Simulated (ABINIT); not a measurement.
Crystal: GaAs.

```
CELL_PARAMETERS angstrom
0.00000 2.82685 2.82685
2.82685 0.00000 2.82685
2.82685 2.82685 0.00000
ATOMIC_POSITIONS crystal
As 0.75000 0.75000 0.75000
Ga 0.00000 0.00000 0.00000
```

Base run:

| Property | Result |
| --- | --- |
| Program | ABINIT 10.8.3 (patched build) |
| Functional | PBEsol |
| Potentials or basis | JTH PAW PBE v2.0 |
| Cutoff | 463 eV |
| k mesh | 8 × 8 × 8 |
| Occupations | fermi-dirac, width 0.05 eV |
| Spin | no spin polarisation |

Its results: band gap on the k mesh 0.44 eV, direct; pressure 0.2 GPa.

Question: The run is repeated on the same cell with these changes: functional from PBEsol to WC. What comes out?

Answer: Band gap on the k mesh 0.39 eV, direct; pressure 0.2 GPa.

Caveats: the PAW data sets were made with another functional, which shifts forces and pressure a little.
